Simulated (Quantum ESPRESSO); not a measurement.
## MgB2: Wannier functions under several settings

```
CELL_PARAMETERS angstrom
3.08500 0.00000 0.00000
-1.54250 2.67169 0.00000
0.00000 0.00000 3.52300
ATOMIC_POSITIONS crystal
Mg 0.00000 0.00000 0.00000
B 0.66667 0.33333 0.50000
B 0.33333 0.66667 0.50000
```

All runs used Quantum ESPRESSO 7.5; potentials PseudoDojo 0.4.1 SR PBEsol standard; k mesh 8 × 8 × 6; given cell; no spin polarisation; cutoff 1143 eV; occupations fermi-dirac, width 0.05 eV.

| level | start | Wannier mesh | spread a function (Å²) | RMS miss of the bands (meV) |
| --- | --- | --- | --- | --- |
| PBEsol | atomic projections with disentanglement | 6 × 6 × 5 | ? | ? |
| PBEsol | atomic projections with disentanglement, not minimised | 6 × 6 × 5 | 1.34 | 22 |
| PBEsol | SCDM with an erfc weight | 6 × 6 × 5 | 2.68 | 76 |

Q: What stands in the row left open?

A: Spread a function 1.01 Å²; RMS miss of the bands 23 meV.

For the row left open. Caveat: the k mesh is coarse.
